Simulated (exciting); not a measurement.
Input of an exciting (release sodium) run:

File input.xml:

```xml
<input>
  <title>Cu</title>
  <structure speciespath="./" tshift="false">
    <crystal scale="1">
      <basevect>-2.726484229240 2.726484229240 2.600417065678</basevect>
      <basevect>2.726484229240 -2.726484229240 2.600417065678</basevect>
      <basevect>2.726484229240 2.726484229240 -2.600417065678</basevect>
    </crystal>
    <species speciesfile="Cu.xml" rmt="2">
      <atom coord="0.000000000000 0.000000000000 0.000000000000"/>
    </species>
  </structure>
  <groundstate do="fromscratch" ngridk="13 13 13" rgkmax="8" gmaxvr="14" lmaxapw="10" lmaxmat="10" lmaxvr="8" xctype="GGA_PBE" stype="Fermi Dirac" swidth="0.00183747" nempty="12" ValenceRelativity="iora*" epsengy="1e-06" epspot="1e-06" maxscl="80" tforce="true" outputlevel="normal"/>
  <properties>
    <chargedensityplot>
      <plot3d>
        <box grid="13 13 13">
          <origin coord="0 0 0"/>
          <point coord="1 0 0"/>
          <point coord="0 1 0"/>
          <point coord="0 0 1"/>
        </box>
      </plot3d>
    </chargedensityplot>
    <elfplot>
      <plot3d>
        <box grid="13 13 13">
          <origin coord="0 0 0"/>
          <point coord="1 0 0"/>
          <point coord="0 1 0"/>
          <point coord="0 0 1"/>
        </box>
      </plot3d>
    </elfplot>
    <exccplot>
      <plot3d>
        <box grid="13 13 13">
          <origin coord="0 0 0"/>
          <point coord="1 0 0"/>
          <point coord="0 1 0"/>
          <point coord="0 0 1"/>
        </box>
      </plot3d>
    </exccplot>
  </properties>
</input>
```

Potentials or basis: all-electron LAPW+lo, shipped species files, valence relativity iora*.

Run with:

```console
$ OMP_NUM_THREADS=1 exciting_smp
```

**Question.** Predict the band gap on the k mesh.

**Answer.** None (metal or under the smearing width).
